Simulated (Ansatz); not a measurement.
Fe:

```
Fe
1.0
    -1.44300    1.44300    1.44300
     1.44300   -1.44300    1.44300
     1.44300    1.44300   -1.44300
Fe
1
Direct
  0.00000 0.00000 0.00000
```

| Item | Value |
| --- | --- |
| Program | Ansatz 0.2.0 |
| Task | phonons |
| Functional | PBEsol |
| Potentials or basis | all-electron LAPW, scalar-relativistic |
| Cutoff | 325 eV (chosen from the basis error) |
| Basis error allowed | 0.001 eV/atom |
| k mesh | 10 × 10 × 10 |
| Occupations | fermi-dirac, width 0.05 eV |
| Spin | collinear spin, ferromagnetic start |
| Starting moments | [3.0] μB |
| Phonon path | ["G", "H", "N", "G", "P", "H"] |

Q: Is this structure dynamically stable at this level, and how far does the spectrum reach?

A: Yes, as far as this q mesh shows: no mode on the path is imaginary. The highest frequency is 267 cm⁻¹.

A q mesh this small can miss soft modes between its points.

Caveat: the k mesh is thin for a metal, which can move the energy by tens of meV per atom; a metal's response needs a denser mesh.
